A process engineer finds a band gap of cadmium sulfide quoted from one density functional and needs to know what a related functional would have given. The table holds such gaps for zinc-blende CdS, with the same atoms in the same cell throughout. The smallest gap is direct in every row, so its two columns agree.

Kohn-Sham band gaps of zinc-blende CdS (cubic edge 5.833 Å) from GPAW 26.7.0, using plane-wave PAW DFT without spin polarisation or spin-orbit coupling. All runs use a 600 eV cutoff, an 8 × 8 × 8 k mesh and Fermi-Dirac smearing of 0.05 eV. Gaps are read along a band path through special points of the Brillouin zone.

| functional | potentials | gap on path (eV) | direct gap on path (eV) |
| --- | --- | --- | --- |
| LDA | GPAW-PAW-data-sets-(gpaw-data-1.2.1) | 0.846 | 0.846 |
| PBE | GPAW-PAW-data-sets-(gpaw-data-1.2.1) | 1.126 | 1.126 |
| PBEsol | PAW-data-sets-made-by gpaw-setup-for-the-functional | 0.985 | 0.985 |
| revPBE | GPAW-PAW-data-sets-(gpaw-data-1.2.1) | 1.263 | 1.263 |
| RPBE | GPAW-PAW-data-sets-(gpaw-data-1.2.1) | 1.311 | 1.311 |
| BLYP | PAW-data-sets-made-by gpaw-setup-for-the-functional | 1.075 | 1.075 |
| r2SCAN | GPAW-PAW-data-sets-(gpaw-data-1.2.1) | 1.560 | 1.560 |

**(a) PBEsol, PBE, revPBE and RPBE differ chiefly in how their exchange energy responds to an uneven density. Turn that difference into a rule for the gap.**

*Solution.* The local density approximation, LDA, treats each point of the crystal as part of a uniform electron gas. The four functionals named in the question multiply its exchange energy at each point by a factor 1 + X, which grows where the density changes quickly. The measure of that change is the reduced gradient s, a pure number that compares the steepness of the density with the local electron wavelength. For PBE, PBEsol and revPBE the formula is

X = μs² / (1 + μs²/κ),

where μ sets how fast X rises at small s and κ is the ceiling that it approaches at large s. RPBE keeps the μ and κ of PBE but follows another curve, X = κ(1 − exp(−μs²/κ)), which climbs to the ceiling sooner.

A particle in a box shows why this should move the gap. Raise the floor of the box slightly in one place, and each level rises by the height of the bump averaged over that level's density. A bump in the middle lifts the first level more than the second, which has a node there, so their spacing shrinks. Bumps a quarter of the way in from each wall widen it. In both cases a bump twice as high changes the spacing twice as much.

In CdS the two levels are the valence top, mainly sulfur p, and the conduction edge, an s-like state that occupies different regions. The exchange potential is linear in the enhancement factor, so to first order the gap is linear in it too. The analogy ends where the shape of the bump matters: in the crystal that shape changes with the functional, and the density readjusts. The rule ignores both and judges each functional by its X at a single gradient, s = 2.

Theory thus makes a straight line in this one number plausible but does not prove it, and it leaves the direction open, as the box does. The table supplies the direction: among these four functionals, a larger X goes with a larger gap. A least-squares line through the four gaps gives

gap ≈ 0.55 eV + 1.4 eV × X, with X taken at s = 2.

**(b) Estimate the gaps of PBE and revPBE by hand. Both have μ ≈ 0.22; κ is about 0.80 in PBE and 1.2 in revPBE.**

*Solution.* At s = 2 both functionals have μs² = 0.22 × 4 = 0.88. The rest is a few steps of arithmetic for each.

- PBE: X = 0.88 / (1 + 0.88/0.80) = 0.88/2.1 = 0.42, so the gap is 0.55 + 1.4 × 0.42 = 1.14 eV. The full calculation gives 1.13 eV.
- revPBE: X = 0.88 / (1 + 0.88/1.2) = 0.88/1.73 = 0.51, so the gap is 0.55 + 1.4 × 0.51 = 1.26 eV. The full calculation also gives 1.26 eV; with unrounded constants the rule gives 1.27 eV.

This pair is the most instructive in the table, because the two functionals share their correlation part and differ only in the ceiling κ. PBEsol, by contrast, also has a weaker gradient term in its correlation. Raising the ceiling opens the gap by 0.137 eV. A ceiling hardly matters where s is small, so regions where the density changes quickly must have a real say in this gap. At a much smaller s the two functionals would look almost alike, and the rule could not tell them apart. The value s = 2 is still an effective one, chosen to fit the gaps and not measured in the crystal. For a functional that differs from PBE only in having a κ between these two values, the guess is a gap between those of PBE and revPBE.

**(c) How far can the rule be trusted, and where does it break down?**

*Solution.* Both worked rows helped to fix the line, so their close agreement is not an independent test. A fairer measure leaves out each of the four functionals in turn and predicts it from the other three. The typical error is then about 0.025 eV, against a spread of 0.326 eV from PBEsol to RPBE. Even this flatters the rule, because s = 2 was chosen to suit these same gaps; if s is refitted each time as well, three constants rest on only three gaps and the error grows to about 0.11 eV. The constants are therefore working numbers for this cell and not properties of CdS. The output printed below gives the fits in full.

The line must not be extended to LDA. There X is zero and the rule returns 0.55 eV, which is 0.30 eV below the calculated gap. The step from LDA to PBE adds a gradient term to correlation as well as to exchange, and in PBE the two are built to cancel where the density varies slowly. A rule that sees only exchange misses this counterweight. That is a plausible reason for the failure, but X at a single gradient may also be too crude for so long a step. No row switches on one gradient term without the other, so the table cannot decide.

BLYP shows that X at s = 2 does not settle the order of the gaps outside the four fitted functionals. Its X at s = 2 is larger than that of PBE, so the rule places its gap 0.07 eV higher; the calculation puts it 0.05 eV lower. BLYP combines its exchange with a correlation functional of different construction, LYP, and its exchange follows another curve in s, which a single value of X cannot capture. Either may be the cause, and the table cannot separate them. The atomic data sets of BLYP, like those of PBEsol, were also made in a different way from those of PBE, and the effect of that on the gaps has not been tested.

For r2SCAN the rule has no input at all. This functional also reads the kinetic energy density of the orbitals, so s alone does not fix its exchange. Its gap lies 0.249 eV above that of RPBE, the largest among the other functionals. A potential that depends on the orbitals is known to widen gaps in this way, and it probably contributes here. The r2SCAN run also used atomic data sets made for PBE, and the effect of that on the gap has not been tested.

The fixed cell sets another limit. The calculated stresses show that LDA and PBEsol would contract the crystal if allowed to, while the other functionals would expand it. The direct gap of CdS grows on compression, so relaxing each cell would raise the lowest gaps and lower that of RPBE. The slope of 1.4 eV would then be too steep, so the rule serves only for gaps calculated in this same cell.

Finally, the rule estimates what a functional would say, not what a spectrometer would measure. The measured gap is roughly 2.5 eV, well above every row; functionals of this kind usually underestimate gaps. Among the four fitted functionals a larger X brings the number closer to experiment without curing that fault, so the rule serves to compare calculations with one another and not to choose a material by its absorption edge.

Numerical output:

```
fit of gap_on_path on 4 rows (fam > 0): constant 0.5502 +/- 0.036, coefficient of X2 1.4 +/- 0.079; rms 0.0101, worst RPBE -0.013, leave-one-out rms 0.0252
  rows outside the fit (model, value, miss): LDA 0.5502, 0.846, -0.296; BLYP 1.203, 1.075, 0.128; r2SCAN 0.9785, 1.56, -0.582
fit of up on 4 rows (fam > 0): coefficient of X2 0.7597 +/- 0.077; rms 0.06, worst PBEsol 0.0935, leave-one-out rms 0.0763
  rows outside the fit (model, value, miss): LDA 0, 0, 0; BLYP 0.3544, 0.229, 0.125; r2SCAN 0.2325, 0.714, -0.482
fit of gap_on_path on 4 rows (fam > 0): constant 0.5473 +/- 0.047, coefficient of where(isexp > 0, kap*(1 - exp(-mu*s**2/kap)), kap*mu*s**2/(kap + mu*s**2)) 1.321 +/- 0.098, s 2.119; rms 0.00942, worst RPBE -0.0133, leave-one-out rms 0.114
  rows outside the fit (model, value, miss): LDA 0.5473, 0.846, -0.299; BLYP 1.132, 1.075, 0.0573; r2SCAN 0.9809, 1.56, -0.579
Hand rule 0.55 eV + 1.40 eV times X at s of 2 (r2SCAN entry is a stand-in):
     row       X  estimate_eV  gap_eV    miss_eV
     LDA       0         0.55   0.846     -0.296
     PBE  0.4197        1.138   1.126    0.01156
  PBEsol   0.306       0.9784   0.985  -0.006613
  revPBE  0.5149        1.271   1.263   0.007845
    RPBE  0.5342        1.298   1.311   -0.01307
    BLYP  0.4665        1.203   1.075     0.1281
  r2SCAN   0.306       0.9784    1.56    -0.5816
mu times s squared at s of 2 for PBE and revPBE: 0.878
largest miss of the hand rule in the four fitted rows, eV: 0.01307
gap RPBE less PBEsol, eV: 0.326
gap revPBE less PBE, eV: 0.137
gap BLYP less PBE, eV: -0.051
hand estimate BLYP less PBE, eV: 0.06554
gap r2SCAN less RPBE, eV: 0.249
change of X that moves the estimate by 0.1 eV: 0.07143
```
